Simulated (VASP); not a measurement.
# Settings for C: band structure

C, Fd-3m (no. 227), 2 atoms in the cell. TB-mBJ; PAW potentials C (PBE set). VASP 6.6.1.

Wanted: band energies at the path's corners within 0.1 eV; smallest gap over path and mesh within 0.05 eV.

What the run is for: bands; Accuracy asked: screening; Route: KPOINTS_OPT.

Band energies at the path's corners: counted from the valence top.

POSCAR:
```
C
1.0
    0.0000000000      1.7833700000      1.7833700000
    1.7833700000      0.0000000000      1.7833700000
    1.7833700000      1.7833700000      0.0000000000
C
2
Direct
    0.7500000000      0.7500000000      0.7500000000
    0.5000000000      0.5000000000      0.5000000000
```

The series start from Plane-wave cutoff (eV): 460; k-point mesh: 9 × 9 × 9; k points a path segment: 12; Electronic threshold (eV): 1e-6; Precision mode (PREC): Accurate; Bands in all (NBANDS): 16; Aspherical gradient terms in the spheres (LASPH): yes. Each series keeps the choices made before it, and each single choice may use up half of a tolerance. Times cover all steps of a run.

## Plane-wave cutoff (eV)

| Plane-wave cutoff (eV) | Band energies at the path's corners, largest deviation (eV) | Smallest gap over path and mesh (eV) | Time (s) |
|---|---|---|---|
| 320 | 0.11 | 5.012 | 8.2 |
| 400 | 0.01 | 4.942 | 8.8 |
| 460 | 0.00 | 4.947 | 13 |
| 520 | 0.00 | 4.948 | 17 |
| 640 (reference) | 0.00 | 4.949 | 19 |

Chosen: 400, the loosest value from which every tighter one stays within half of the tolerance.

## k-point mesh

| k-point mesh | Band energies at the path's corners, largest deviation (eV) | Smallest gap over path and mesh (eV) | Time (s) |
|---|---|---|---|
| 4 × 4 × 4 | 0.03 | 4.964 | 6.4 |
| 5 × 5 × 5 | 0.01 | 4.949 | 7.0 |
| 6 × 6 × 6 | 0.00 | 4.945 | 8.5 |
| 7 × 7 × 7 | 0.00 | 4.943 | 7.4 |
| 9 × 9 × 9 | 0.00 | 4.942 | 8.8 |
| 11 × 11 × 11 | 0.00 | 4.942 | 10 |
| 13 × 13 × 13 (reference) | 0.00 | 4.942 | 12 |

Chosen: 4 × 4 × 4.

## Electronic threshold (eV)

| Electronic threshold (eV) | Band energies at the path's corners, largest deviation (eV) | Smallest gap over path and mesh (eV) | Time (s) |
|---|---|---|---|
| 0.001 | 0.00 | 4.966 | 4.2 |
| 0.0001 | 0.00 | 4.966 | 4.8 |
| 1e-5 | 0.00 | 4.966 | 5.2 |
| 1e-6 | 0.00 | 4.966 | 5.4 |
| 1e-7 (reference) | 0.00 | 4.966 | 6.0 |

Chosen: 0.001.

## Precision mode (PREC)

| Precision mode (PREC) | Band energies at the path's corners, largest deviation (eV) | Smallest gap over path and mesh (eV) | Time (s) |
|---|---|---|---|
| SingleN | 0.01 | 4.967 | 3.6 |
| Normal | 0.00 | 4.966 | 3.9 |
| Accurate (reference) | 0.00 | 4.966 | 4.2 |

Chosen: SingleN.

## Bands in all (NBANDS)

| Bands in all (NBANDS) | Band energies at the path's corners, largest deviation (eV) | Smallest gap over path and mesh (eV) | Time (s) |
|---|---|---|---|
| 6 | 0.01 | 4.967 | 3.4 |
| 7 | 0.00 | 4.967 | 3.2 |
| 8 | 0.00 | 4.967 | 3.4 |
| 10 | 0.00 | 4.967 | 3.8 |
| 16 | 0.00 | 4.967 | 3.6 |
| 26 (reference) | 0.00 | 4.967 | 4.0 |

Chosen: 6.

## Aspherical gradient terms in the spheres (LASPH)

| Aspherical gradient terms in the spheres (LASPH) | Band energies at the path's corners, largest deviation (eV) | Smallest gap over path and mesh (eV) | Time (s) |
|---|---|---|---|
| no | 0.00 | 4.967 | 1.8 |
| yes (reference) | 0.00 | 4.967 | 3.4 |

Chosen: no.

Also changed on the way, by series that aren't shown: k points a path segment: 5.

## All choices together

| Input | Band energies at the path's corners, largest deviation (eV) | Smallest gap over path and mesh (eV) | Time (s) |
|---|---|---|---|
| the program's defaults (naive) | 0.01 | 4.942 | 3.3 |
| chosen settings | 0.03 | 4.967 | 1.8 |
| reference settings throughout | 0.00 | 4.950 | 56 |

The tolerance is met.

## The input

INCAR.step1:
```
SYSTEM = C
  ISMEAR = 0
  SIGMA = 0.03
  LWAVE = .TRUE.
  LCHARG = .FALSE.
  NBANDS = 6
  PREC = SingleN
  LASPH = .FALSE.
  LREAL = .FALSE.
  ALGO = Normal
  EDIFF = 0.001
  NELM = 120
  GGA_COMPAT = .FALSE.
  ENCUT = 400
  EFERMI = MIDGAP
  GGA = PE
```

INCAR.step2, as INCAR.step1 but for:
```
- LWAVE = .TRUE.
- GGA = PE
+ METAGGA = MBJ
+ LWAVE = .FALSE.
+ LMIXTAU = .TRUE.
+ ISTART = 1
```

KPOINTS:
```
Automatic mesh
0
Gamma
  4 4 4
  0 0 0
```

KPOINTS_OPT:
```
path GXWKGLUWLK,UX
5
line-mode
reciprocal
 0.0000000000  0.0000000000  0.0000000000  G
 0.5000000000  0.0000000000  0.5000000000  X

 0.5000000000  0.0000000000  0.5000000000  X
 0.5000000000  0.2500000000  0.7500000000  W

 0.5000000000  0.2500000000  0.7500000000  W
 0.3750000000  0.3750000000  0.7500000000  K

 0.3750000000  0.3750000000  0.7500000000  K
 0.0000000000  0.0000000000  0.0000000000  G

 0.0000000000  0.0000000000  0.0000000000  G
 0.5000000000  0.5000000000  0.5000000000  L

 0.5000000000  0.5000000000  0.5000000000  L
 0.6250000000  0.2500000000  0.6250000000  U

 0.6250000000  0.2500000000  0.6250000000  U
 0.5000000000  0.2500000000  0.7500000000  W

 0.5000000000  0.2500000000  0.7500000000  W
 0.5000000000  0.5000000000  0.5000000000  L

 0.5000000000  0.5000000000  0.5000000000  L
 0.3750000000  0.3750000000  0.7500000000  K

 0.6250000000  0.2500000000  0.6250000000  U
 0.5000000000  0.0000000000  0.5000000000  X
```

Commands (each step's output is kept before the next begins):
```
cat potpaw_PBE.64/C/POTCAR > POTCAR
cp INCAR.step1 INCAR
mpirun -np 1 vasp_std > vasp.out
cp INCAR.step2 INCAR
mpirun -np 1 vasp_std > vasp.out
```

The naive input happens to agree within the tolerance here, in 3.3 s.

The chosen input took VASP 6.6.1 1.8 s on 1 core (Intel Xeon 6975P-C (Granite Rapids)), a shared host.

## An input that fails: tetrahedra on too few k points

VASP's message: IBZKPT: tetrahedron method fails for NKPT<4. NKPT = 1.

k mesh: 9 × 9 × 9 becomes 1 × 1 × 1.

Changes against the starting input:
```
- ISMEAR = 0
- NELM = 120
+ ISMEAR = -5
+ NELM = 62
```
